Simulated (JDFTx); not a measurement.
The system is ZrB2.

```xyz
3
Lattice="3.1700 0.0000 0.0000 -1.5850 2.7453 0.0000 0.0000 0.0000 3.5330" Properties=species:S:1:pos:R:3 pbc="T T T"
Zr    0.0000    0.0000    0.0000
B     1.5850    0.9151    1.7665
B     0.0000    1.8302    1.7665
```

Base run:

```yaml
Program: JDFTx 1.7.0 (patched build)
Functional: PBE
Potentials_or_basis: PseudoDojo-SR-PBE-0.5-standard with smoothed tails
Cutoff: 1034 eV
Density_cutoff: 8272 eV
k_mesh: 10 × 10 × 8
Occupations: fermi-dirac, width 0.05 eV
Spin: no spin polarisation
Hubbard_terms: Zr d U = 2 eV
```

Its results: band gap on the k mesh none (metal or under the smearing width); pressure -0.8 GPa.

The run is repeated on the same cell with these changes: hubbard terms from Zr d U = 2 eV to Zr d U = 6 eV. What comes out?

Band gap on the k mesh none (metal or under the smearing width); pressure -4.3 GPa.

Caveats: the empty levels aren't tightly converged; U without spin polarisation on a metal has little footing; the U is typed as a test and isn't derived for this compound.
